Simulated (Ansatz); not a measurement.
A single-point calculation of BN built on the NiAs prototype with Ansatz 0.2.0, at the level PBE. The cell was relaxed with r2SCAN and then strained (uniaxial -0.48 % along z, other directions held), with the atoms relaxed again with r2SCAN; k points keep the names of the unstrained zone.

```yaml
crystal:
  lattice:
    - [2.4913353474, 0.0, 0.0]
    - [-1.2456676737, 2.1575597002, 0.0]
    - [0.0, 0.0, 3.9818540983]
  atoms:
    - { symbol: B, position: [0.0, 0.0, 0.0] }
    - { symbol: B, position: [0.0, 0.0, 0.5] }
    - { symbol: "N", position: [0.3333333333, 0.6666666667, 0.25] }
    - { symbol: "N", position: [0.6666666667, 0.3333333333, 0.75] }
kpoints:
  mp_grid: { grid: [12, 12, 6] }
  band_path:
    path:
      - [0.0, 0.0, 0.0]
      - [0.5, 0.0, 0.0]
      - [0.3333333333, 0.3333333333, 0.0]
      - [0.0, 0.0, 0.5]
      - [0.5, 0.0, 0.5]
      - [0.3333333333, 0.3333333333, 0.5]
      - [0.0, 0.1666666667, 0.0]
      - [0.25, 0.25, 0.1666666667]
    npoints: 1
hamiltonian:
  xc: pbe
scf:
  occupations: { method: fermi_dirac, width: 0.02 }
  n_extra_bands: 5
output:
  forces: true
  stress: true
  eigenvalues: true
```

The output follows, shortened, with numbered blanks.
```
Functional definition: PBE
Crystal: 4 atoms, lattice volume = 21.403 Å³
[1]
Bands: 13, of which v1, the nominal top of the filled ones, is band 8 counted from 1 (7 counted from 0)
Symmetry: 24 space group operations
Space group: P63/mmc (ITA 194)
k-points: 76 of 864
Free energy (F): -1077.481841 eV
[2]
--- Stress (GPa, compression-positive) ---
[3]
--- Band table (eV; the first three rows and the last of 76) ---
[4]
```

The rows of the band table are 0: (0, 0, 0) = Γ, 1: (0, 0, 1/6), 2: (0, 0, 1/3), 75: (1/3, 1/3, -1/2) = H.

**Question.** Give the withheld lines. They hold the Fermi energy and the band table, the stress, cutoff and plane waves at Γ.

**Answer.**
```
[1]
Basis set: ecut = 420 eV, 391 PW (Γ)
[2]
Fermi energy:    15.188493 eV
[3]
        4.188095       0.000000       0.000000
        0.000000       4.188095       0.000000
        0.000000       0.000000      11.862457
  P = ⅓ Tr σ = 6.7462 GPa (67.462 kbar)
[4]
  k-point 0: bands = […, 2.1685, 12.8598, 12.8598, 13.6472, 13.6472, 14.2627, 20.1114, 22.5408, 22.7208, 22.7208, …]
  k-point 1: bands = […, 3.2851, 12.9355, 12.9355, 13.3588, 13.6266, 13.6266, 20.2644, 22.5292, 22.5321, 22.5321, …]
  k-point 2: bands = […, 5.6423, 11.1468, 13.1336, 13.1336, 13.5426, 13.5426, 20.7112, 22.1393, 22.2168, 22.2168, …]
  k-point 75: bands = […, 3.7328, 3.7328, 4.3121, 4.3121, 13.6014, 13.6014, 20.6812, 20.6812, 20.7196, 20.7196, …]
```
Only the leading digits can be foreseen; the rest is this run's record.

The cell comes from a prototype generator: it can be a known phase or a hypothetical one. Spin polarisation is off.
